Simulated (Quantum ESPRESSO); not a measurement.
Crystal: Al2O3.

```
CELL_PARAMETERS angstrom
2.88432 0.00000 0.00000
-1.44216 2.49790 0.00000
0.00000 0.00000 9.33675
ATOMIC_POSITIONS crystal
Al 0.00000 0.00000 0.85001
Al 0.00000 0.00000 0.14999
O 0.33333 0.66667 0.77768
O 0.66667 0.33333 0.00000
O 0.33333 0.66667 0.22232
```

Measurements of this composition are mostly on another form, of space group No. 167.

Base run:

```yaml
Program: Quantum ESPRESSO 7.5
Functional: PBEsol
Potentials_or_basis: GBRV 1.5 PBEsol
Cutoff: 612 eV
Density_cutoff: 4898 eV
k_mesh: 11 × 11 × 3
Occupations: fermi-dirac, width 0.05 eV
Spin: no spin polarisation
```

Its results: band gap on the k mesh 4.76 eV, indirect (least direct gap 5.00 eV); pressure -2.4 GPa; largest force 0.140 eV/Å.

Q: The run is repeated on the same cell with these changes: functional from PBEsol to LDA; potentials or basis from GBRV 1.5 PBEsol to GBRV 1.5 LDA. What comes out?

A: Band gap on the k mesh 4.77 eV, indirect (least direct gap 5.01 eV); pressure -6.1 GPa; largest force 0.423 eV/Å.
